Q: This is a thin slab of cubic-type HgS, cut along (111) and treated with PBE and spin-orbit coupling. The levels at M and at two points on the way to it from G are withheld. G is the centre of the surface zone, M the middle of an edge and K a corner. Can the other points tell us what happens at those three?

Kohn-Sham levels of a relaxed six-plane HgS(111) slab, from Ansatz 0.2.0 with PBE, spin-orbit coupling, PAW, a 420 eV plane-wave cutoff, a Gamma-centred 9x9x1 k mesh, 0.1 eV Gaussian smearing and a dipole correction. Levels b1 and b2 are the nearest below the Fermi level, a1 the nearest above. Weights are Loewdin shares on the two outer planes of both faces, not renormalised.

```tsv
point label	point a (reciprocal cell vectors)	point b (reciprocal cell vectors)	level b1 from the Fermi level (eV)	outer orbital weight b1	level b2 from the Fermi level (eV)	level a1 from the Fermi level (eV)	outer orbital weight a1
M	0.5000	0.0000	?	?	?	?	?
between	0.4167	0.0000	?	?	?	?	?
between	0.3333	0.0000	?	?	?	?	?
between	0.2500	0.0000	-0.660	0.930	-0.700	0.990	0.870
between	0.1667	0.0000	-0.270	0.940	-0.300	0.480	0.910
between	0.0833	0.0000	-0.200	0.920	-0.230	0.030	0.940
G	0.0000	0.0000	-0.550	0.230	-0.550	0.070	0.720
between	0.0556	0.0556	-0.050	0.930	-0.100	0.060	0.950
between	0.1111	0.1111	-0.330	0.950	-0.610	0.660	0.900
between	0.1667	0.1667	-0.710	0.830	-0.740	1.370	0.870
between	0.2222	0.2222	-0.600	0.860	-0.640	1.930	0.790
between	0.2778	0.2778	-0.510	0.950	-0.560	2.250	0.640
K	0.3333	0.3333	-0.490	0.990	-0.540	2.350	0.550
between	0.3611	0.2778	-0.490	0.980	-0.550	2.320	0.570
between	0.3889	0.2222	-0.510	0.960	-0.560	2.200	0.630
between	0.4167	0.1667	-0.540	0.950	-0.580	2.000	0.700
between	0.4444	0.1111	-0.580	0.940	-0.610	1.750	0.750
between	0.4722	0.0556	-0.620	0.920	-0.640	1.540	0.760
```

A: To a useful extent, because the surface zone is not a list of unrelated points. An electron wave changes phase from one surface cell to the next, and the points $a$ and $b$ in the table set that change. Energies repeat when the phase has gone through a full turn. The lines from G and from K both end at M, so the known points close to M on one line tell you where the other must arrive.

Q: Which levels should I follow?

A: Level a1 is the lowest one above the Fermi level, and b1 and b2 are the two highest below it. From K towards M, a1 falls from 2.35 to 1.54 eV at the last known point. On the other line it is still climbing: it gains 0.51 eV in the step up to $(0.25,0)$. Both lines end at M and must give the same energy there, so the climb has to slow down on the way.

Q: Is there a reason for the level to flatten at M?

A: Time reversal turns a state at one wave vector into a state of equal energy at the opposite wave vector, with its spin reversed. The point opposite M is M itself, shifted by a whole reciprocal vector. The spin-averaged energy must therefore look the same on both sides of M, and a smooth band arrives there with zero slope. A single spin branch may keep a small kink, so for a1 this is an approximation.

Q: Then b1 and b2 must do something special at M too.

A: They must meet. The two states linked by time reversal now share one wave vector, so every level of this nonmagnetic slab is at least double there; this is Kramers degeneracy. At a general point spin-orbit coupling may split the pair, because the slab has no inversion centre. The known splitting is 0.05 eV at K and only 0.02 eV beside M, and at G, which is also its own opposite, it vanishes.

Q: How do you turn the symmetry into energies?

A: Coupling to a cell at some distance adds a phase factor, and the cell on the opposite side adds the conjugate factor. Together they give a cosine. Adding the three directions related by threefold symmetry gives one sum for each shell of neighbouring cells:

$$S_1=\cos2\pi a+\cos2\pi b+\cos2\pi(a+b)$$

$$S_2=\cos2\pi(a-b)+\cos2\pi(2a+b)+\cos2\pi(a+2b)$$

The third sum, $S_3$, is $S_1$ with $a$ and $b$ doubled. The model is a constant plus these three sums, each with a fitted coefficient. I fitted it separately to a1 and to the mean of b1 and b2, using the ten known points farther from G than 0.24 reciprocal vectors.

Q: Why leave out the region around G?

A: The columns are ranked from the Fermi level, and a rank is not a band. Close to G there are levels within 0.1 eV of the Fermi level. The run also finds that the highest band that should be full and the lowest that should be empty overlap by 0.05 eV, so at least one band crosses the Fermi level, and a1 may belong to different bands at neighbouring points. The smearing is also 0.1 eV, which makes the exact crossing uncertain. One smooth curve should not be forced through such rows.

Q: Work one forecast out for me.

A: Take a1 at M, which was not part of the fit. There $a=0.5$ and $b=0$, so $S_1=-1$, $S_2=-1$ and $S_3=3$. The estimate is

$$E=1.360+0.620+0.061-3\times0.181\approx1.50\ \text{eV}.$$

The coefficients describe the shape of the band together; they are not separate coupling strengths between atoms.

Q: Could a ruler do as well?

A: That is the fair competitor. A parabola that is flat at M and passes through the two nearest points on the K side puts a1 at 1.47 eV at M, and a straight line then joins M to $(0.25,0)$. That line rises by only 0.16 eV per step, far less than the last known step. A band that starts steep and ends flat should arch above it.

Q: Then commit yourself, with ranges.

A: The ranges are judgements, wider than the scatter of the fit, because only one fitted point lies on the line from G to M.

- **First empty level, a1:** a flat stretch near M, above the straight line at both intermediate points. I forecast 1.50 eV at M, 1.53 eV at $(0.4167,0)$ and 1.45 eV at $(0.3333,0)$. When each fitted point is left out in turn, the typical miss is 0.03 eV, which I take as the margin at M. At the other two points I allow an error as large as the distance down to the straight line, about 0.2 and 0.3 eV.
- **Mean of b1 and b2:** a shallow dip between $(0.25,0)$ and M. I forecast -0.63 eV at M (-0.67 to -0.60), -0.65 eV at $(0.4167,0)$ (-0.74 to -0.60) and -0.70 eV at $(0.3333,0)$ (-0.85 to -0.62).
- **Splitting of b1 and b2:** zero at M within 0.01 eV, and 0.01 to 0.05 eV at the other two points.
- **Outer orbital weight:** 0.85 to 0.96 for b1 and 0.74 to 0.88 for a1, judged from neighbouring points.

Q: What does that weight tell me about the surface?

A: It is the share of a state found on the atomic orbitals of the two outer planes at both faces. Those are four of the six planes, so a state spread evenly through the slab already scores about 0.67. The value of 0.99 for b1 at K marks a state concentrated in the outer planes, whereas 0.76 for a1 beside M is too close to an even spread to settle where the state sits. Any part of a state that spills into the vacuum, or that needs an orbital missing from the projection, such as mercury 6p, is poorly counted. A low weight therefore need not mean a state inside the slab. Since the two faces are summed, the weight cannot say whether a state sits on the mercury or the sulfur side.

Q: Now show me the calculation.

The withheld rows as computed:

```tsv
point label	point a (reciprocal cell vectors)	point b (reciprocal cell vectors)	level b1 from the Fermi level (eV)	outer orbital weight b1	level b2 from the Fermi level (eV)	level a1 from the Fermi level (eV)	outer orbital weight a1
M	0.5000	0.0000	-0.650	0.920	-0.650	1.490	0.770
between	0.4167	0.0000	-0.670	0.880	-0.690	1.450	0.790
between	0.3333	0.0000	-0.740	0.830	-0.770	1.300	0.820
```

A: The computed a1 is 1.49 eV at M, 1.45 eV at $(0.4167,0)$ and 1.30 eV at $(0.3333,0)$. The level does flatten: its last step up to M is only 0.04 eV. The forecast is 0.01 eV too high at M and 0.08 eV too high at the next point. It also put a slight hump before M, which the calculation does not have.

Q: And at $(0.3333,0)$?

A: There the model is 0.15 eV too high, and the straight line is too low by the same amount. The arch is real, but the model exaggerates it. You can see why one step inside the excluded region: at $(0.1667,0)$ the model gives 0.09 eV where the calculation has 0.48 eV. The single fitted point on this line holds the height of the curve but not its slope. The curve is too steep as it passes $(0.25,0)$, so it falls too low on the G side and overshoots on the M side.

Q: Did the filled pair behave?

A: Its mean is -0.65 eV at M, -0.68 eV at $(0.4167,0)$ and about -0.76 eV at $(0.3333,0)$, all within the ranges given. The dip is there but deeper than forecast, by 0.06 eV at its lowest point. The straight line does slightly better at M and about equally well at the next point, and it misses the dip. A similar low point lies on the line from G to K; perhaps a band that falls steeply away from G meets a flatter one there, but only following each band by its character would test that.

Q: The splitting was your boldest claim.

A: It was the safest, because symmetry fixes it at M however strong the spin-orbit coupling is. The pair is split by 0.03 eV, then by 0.02 eV, and at M the splitting is zero. The outer weights had no such rule behind them, and one of those forecasts missed: b1 at $(0.3333,0)$ has a weight of 0.83, just below its range. The other five weights lie inside. The same value of 0.83 appears at the low point of the filled pair on the line from G to K.

Q: What would you carry over to a similar slab?

A: First find the points that are their own opposites. In a nonmagnetic slab the spin pairs close there, and smooth spin-averaged bands level off. Then use the neighbouring points to judge the height, and check the slope on every line that leads in, since that is where this forecast was weakest. The analysis printed below gives the fits and the misses in energy.

Q: Would a real HgS surface show these energies?

A: I would trust the symmetry further than the energies. This slab is polar and unreconstructed, and a real surface can rearrange or bind other species to compensate its charge. Six planes also let the two faces influence each other. PBE levels are not measured excitation energies, and PBE usually sets the empty levels too close to the filled ones. The run also warns that the exchange-correlation potential is rough in the thin density outside the slab, which matters most for states that reach into the vacuum.

Output of the analysis:

```
fit of level_a1 on 10 rows (kdist > 0.24): constant 1.36 +/- 0.015, coefficient of s1 -0.6201 +/- 0.028, coefficient of s2 -0.06143 +/- 0.016, coefficient of s3 -0.1808 +/- 0.012; rms 0.017, worst between -0.0281, leave-one-out rms 0.0324
  rows outside the fit (model, value, miss): M 1.499, 1.49, 0.00872; between 1.528, 1.45, 0.0776; between 1.452, 1.3, 0.152; between 0.08923, 0.48, -0.391; between -0.8334, 0.03, -0.863; G -1.227, 0.07, -1.3; between -0.7112, 0.06, -0.771; between 0.4089, 0.66, -0.251
fit of pairmean on 10 rows (kdist > 0.24): constant -0.63 +/- 0.012, coefficient of s1 -0.009666 +/- 0.022, coefficient of s2 0.04348 +/- 0.013, coefficient of s3 0.01245 +/- 0.0091; rms 0.0135, worst between 0.028, leave-one-out rms 0.0413
  rows outside the fit (model, value, miss): M -0.6265, -0.65, 0.0235; between -0.6516, -0.68, 0.0284; between -0.6953, -0.755, 0.0597; between -0.6277, -0.285, -0.343; between -0.5345, -0.215, -0.319; G -0.4912, -0.55, 0.0588; between -0.5475, -0.075, -0.472; between -0.6539, -0.47, -0.184
rival forecast of first empty level at M, (0.4167,0), (0.3333,0), eV: 1.47, 1.31, 1.15
rival less computed first empty level at the same points, eV: -0.02, -0.1399, -0.1501
rival forecast of filled pair mean at M, (0.4167,0), (0.3333,0), eV: -0.6417, -0.6544, -0.6672
rival less computed filled pair mean at the same points, eV: 0.008333, 0.02556, 0.08777
rise of first empty level from (0.1667,0) to (0.25,0), eV: 0.51
splitting of the filled pair from K to the last row before M, eV: 0.05, 0.06, 0.05, 0.04, 0.03, 0.02
computed splitting of the filled pair at M, (0.4167,0), (0.3333,0), eV: 0, 0.02, 0.03
```
